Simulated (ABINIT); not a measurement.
Here is an ABINIT 10.8.3 (patched build) calculation.

The input run.abi:

```
# Pseudopotentials
pp_dirpath "./"
pseudos "Ti.upf, Al.upf"

# Structure
acell 3*1.0
rprim
     5.4183403473     0.0000000000     0.0000000000
    -2.7091701735     4.6924203870     0.0000000000
     0.0000000000     0.0000000000     8.8402956583
ntypat 2
znucl 22 13
natom 2
typat 1 2
xred
    -0.0097550000     0.0048560000     0.0113100000
     0.3481230000     0.6626870000     0.5163250000
chkprim 0
chksymtnons 0
tolsym 1.0e-6

# Plane-wave basis
ecut 42.0

# k points
kptopt 1
ngkpt 11 11 6
nshiftk 1
shiftk 0.0 0.0 0.0

# Exchange and correlation
ixc -116133

# Bands and occupations
nband 12
occopt 3
tsmear 0.05 eV

# SCF cycle
nstep 100
tolvrs 1.0e-10

# Output
iomode 3
prtwf 0
prtden 0
prteig 0
prtebands 0
enunit 2
```

Potentials or basis: PseudoDojo NC SR PBEsol v0.4.1 standard.

Command:

```bash
$ abinit run.abi > log 2>&1
```

Estimate the band gap on the k mesh.

none (metal or under the smearing width).

What does it give for the pressure?

-2.8 GPa.

Forces in eV/Å, atoms in the order of the input:
```
Ti   0.152 -0.027  0.158
Al  -0.152  0.027 -0.158
```
